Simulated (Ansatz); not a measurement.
In under changes of volume

One of the cells (26.540 Å³/atom); the others are scaled copies at fixed shape and fractional positions:

```xyz
2
Lattice="3.3355 0.0000 0.0000 -1.6677 2.8886 0.0000 0.0000 0.0000 5.5091" Properties=species:S:1:pos:R:3 pbc="T T T"
In    1.6677    0.9629    4.1319
In    0.0000    1.9257    1.3773
```

This isn't the form of In at room conditions, which is tetragonal.

* Program: Ansatz 0.2.0
* Functional: r2SCAN
* Potentials or basis: Ansatz PAW
* Cutoff: 500 eV (not typed: the program's choice for these potentials)
* k mesh: 9 × 9 × 5
* Occupations: fermi-dirac, width 0.05 eV
* Spin: no spin polarisation

| volume (Å³/atom) | energy over the lowest point (meV/atom) | pressure (GPa) |
| --- | --- | --- |
| 24.948 | ? | ? |
| 25.478 | 3.83 | 1.6 |
| 26.009 | 0.39 | 0.6 |
| 26.540 | 0.00 | -0.3 |
| 27.071 | 2.30 | -1.0 |
| 27.602 | 6.96 | -1.6 |
| 28.133 | 13.57 | -2.2 |

Problem. What does the run at 24.948 Å³/atom give?

Solution. Energy over the lowest point 10.69 meV/atom; pressure 2.7 GPa.

Worked out: A Birch-Murnaghan fit of order 3 (a polynomial in V^(-2/3)) to the other rows has its minimum at 26.34 Å³/atom with B0 = V·E''(V) = 42 GPa and B' = 6.0 at fixed shape and positions, which overstates the stiffness. It gives 10.83 meV/atom at 24.948 Å³/atom, against the run's 10.69, and -dE/dV = 2.7 GPa, against 2.7.

Energies are extrapolated to zero smearing.

Caveats: the PAW data sets come from PBE, with cores solved anew for the run's functional, which leaves a small shift of forces and pressure.
